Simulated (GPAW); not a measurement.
# 1 ML Cr on Rh(001), 1 substrate layers: exchange couplings by hand from total energies

Can a spin model with one coupling foretell the energy of a further order of 1 ML Cr on Rh(001), 1 substrate layers?

Method: revPBE; plane waves with GPAW's PAW setups, scalar-relativistic, in GPAW 26.7.0.

## (1) The structure

The cell holds 2 atoms: 1 Rh and 1 Cr. Cell: a = 2.684 Å, b = 2.684 Å, c = 15.809 Å, α = 90.0°, β = 90.0°, γ = 90.0°. pseudomorphic film on the substrate's lattice, hard-sphere layer spacings, unrelaxed, 14 A of vacuum. Vacuum lies along c.

## (2) The parallel order

All energies count from this run.

order1.py

```python
import json
import numpy as np
from ase import Atoms
from ase.parallel import paropen, parprint
from gpaw import GPAW

atoms = Atoms(['Rh', 'Cr'],
    cell=[[2.683965, 0.0, 0.0],
         [0.0, 2.683965, 0.0],
         [0.0, 0.0, 15.809132]],
    scaled_positions=[[0.0, 0.0, 0.442782],
         [0.5, 0.5, 0.557218]],
    pbc=True,
    magmoms=[0.0, 2.5])
atoms.calc = GPAW(mode={'name': 'pw', 'ecut': 550},
    xc='revPBE',
    kpts={'size': (10, 10, 1), 'gamma': True},
    occupations={'name': 'fermi-dirac', 'width': 0.1},
    convergence={'density': 1e-05, 'energy': 1e-05},
    maxiter=200,
    symmetry={'tolerance': 1e-4},
    txt='order1.txt')
e = atoms.get_potential_energy(force_consistent=True)
res = {'free_energy': e, 'energy_sigma0': atoms.get_potential_energy(), 'fermi_energy': atoms.calc.get_fermi_level()}
res['moments'] = atoms.get_magnetic_moments().tolist()
res['total'] = atoms.get_magnetic_moment()
parprint('site moments (muB):', np.round(res['moments'], 3))
parprint(f"total moment: {res['total']:.3f} muB")
parprint(f'free energy: {e:.6f} eV')
atoms.calc.write('order1.gpw')
n = atoms.calc.get_pseudo_density()
up, down = (atoms.calc.get_pseudo_density(spin=i) for i in (0, 1))
np.savez('grids.npz', density=n, spin=up - down)
with paropen('results.json', 'w') as f:
    json.dump(res, f)
```

On the command line:

```
> OMP_NUM_THREADS=1 python3 order1.py > order1.log
```

The program printed:

```text
site moments (muB): [-0.039  3.152]
total moment: 3.875 muB
free energy: -13.802742 eV

--- order1.txt ---
Input parameters:
  mode=PW(ecut=550),
  convergence={'density': 1e-05, 'energy': 1e-05},
  kpts=MonkhorstPack(size=(10, 10, 1), gamma=True),
  maxiter=200,
  occupations=Occupations(name='fermi-dirac', width=0.1),
  symmetry=Symmetry(tolerance=0.0001),
  xc=XC(name='revPBE')

Diagonalizing LCAO Hamiltonian
[...]
|          5 |        -5.007 |     1.000 |        -4.554 |     1.000 |
|          6 |        -3.248 |     1.000 |        -1.475 |     1.000 |
[...]
|         15 |         0.824 |     0.000 |         2.716 |     0.000 |
|         16 |         3.272 |     0.000 |         3.636 |     0.000 |
|         17 |         3.783 |     0.000 |         4.045 |     0.000 |
|         18 |         5.595 |     0.000 |         5.907 |     0.000 |

No gap
No difference between direct/indirect transitions


[key lines of the parts left out:]
Free energy:     -13.802742
Converged in 26 steps
dipole moment: (-8.022781, -8.022781, 0.051523)  # |e|*Ang
Fermi level: -0.544
```

The job ended after 42 s (1 MPI rank of Intel Xeon 6975P-C (Granite Rapids), shared host; peak memory 0.24 GiB).

Spin moment in the augmentation sphere by atom:

| atom | spin moment in the augmentation sphere (μB) |
| --- | --- |
| Rh1 | -0.04 |
| Cr2 | 3.15 |

This step gave:

- magnetization: 3.875 μB
- final state: ferromagnetic

After 26 cycles the largest moment stands at 3.15 μB.

## (3) The orders used for the fit

The other orders were run with the same settings, on meshes that hold the same points. Free energies (smearing 0.1 eV, its entropy term included) are divided by the number of Cr atoms; q is in fractions of the reciprocal vectors of the first run's cell.

| order | atoms | mesh | free energy (eV) | eV per Cr | largest moment (μB) |
| --- | --- | --- | --- | --- | --- |
| F + | 2 | 10×10×1 | -13.8027 | -13.8027 | 3.15 |
| AF q=(1/2,1/2,0) +- | 4 | 5×10×1 | -27.9939 | -13.9969 | 2.86 |

## (4) Counting neighbours

With E = −Σ J e_i·e_j over ordered pairs of unit vectors, turning a neighbour from parallel to opposed costs 2J a Cr atom. So an order lies 2 Σ n J over the parallel one, n being the opposed neighbours in each shell.

| shell | distance (Å) | neighbours | opposed in AF q=(1/2,1/2,0) +- | opposed in AF q=(0,1/2,0) +- |
| --- | --- | --- | --- | --- |
| J1 | 2.68 | 4 | 4 | 2 |
| J2 | 3.80 | 4 | 0 | 4 |

Only J1 is kept.

## (5) Solving

```
2 × 4 × J1 = -194.20 meV    (AF q=(1/2,1/2,0) +-)
J1 = -24.28 meV
```

## (6) The test

The couplings now give the orders that were left out:

```
2 × 2 × (-24.28) = -97.12 meV    (AF q=(0,1/2,0) +-)
```

The runs themselves:

| order | atoms | mesh | free energy (eV) | eV per Cr | largest moment (μB) | over the parallel order (meV) | foretold (meV) |
| --- | --- | --- | --- | --- | --- | --- | --- |
| AF q=(0,1/2,0) +- | 4 | 10×5×1 | -28.0328 | -14.0164 | 3.01 | -213.67 | -97.12 |

## (7) One more shell

The miss asks for the next shell, which takes one more order into the fit and leaves none for a test.

```
2 × 4 × J1 = -194.20 meV    (AF q=(1/2,1/2,0) +-)
2 × 2 × J1 + 2 × 4 × J2 = -213.67 meV    (AF q=(0,1/2,0) +-)
J1 = -24.28 meV
J2 = -14.57 meV
```

## (8) Results

| Quantity | Value |
| --- | --- |
| J1 (Cr–Cr at 2.68 Å) | -24.3 meV |
| largest miss on the orders left out | 117 meV |
| J1 with 2 shells | -24.3 meV |
| J2 with 2 shells | -14.6 meV |

In words: The model misses the order left out by 117 meV, 55 % of the span of the orders, so it fails: these couplings alone don't describe the crystal. With the next shell added the couplings are J1 = -24.28 and J2 = -14.57 meV, untested. The first dropped shell that the test feels is J2 at 3.80 Å. The site moments spread by 9.4 % over the orders, so moments are not rigid and part of the miss lies outside a spin model. In a metal couplings reach far, and the mesh was not tested. The couplings are effective ones: further shells with opposed neighbours are folded into them or show in the miss. No mean-field temperature is given: it needs a model that holds, an unfrustrated order and couplings in all three dimensions.

[Logs and program files are shortened in this print: banners, set-up blocks, solver, clock and traceback lines can be left out without a mark of their own.]

[Logs are printed without paths, hosts, clocks, repeated set-up lines and the standing remarks that a program may print on its own settings, such as how far it seeks lower states.]

[Hosts, paths, dates, database ids (printed as entryN), source tags and the programs' standing remarks are cut or masked in the printed files.]

[Where a cell is said to come from a database of computed structures, the database is the Materials Project.]
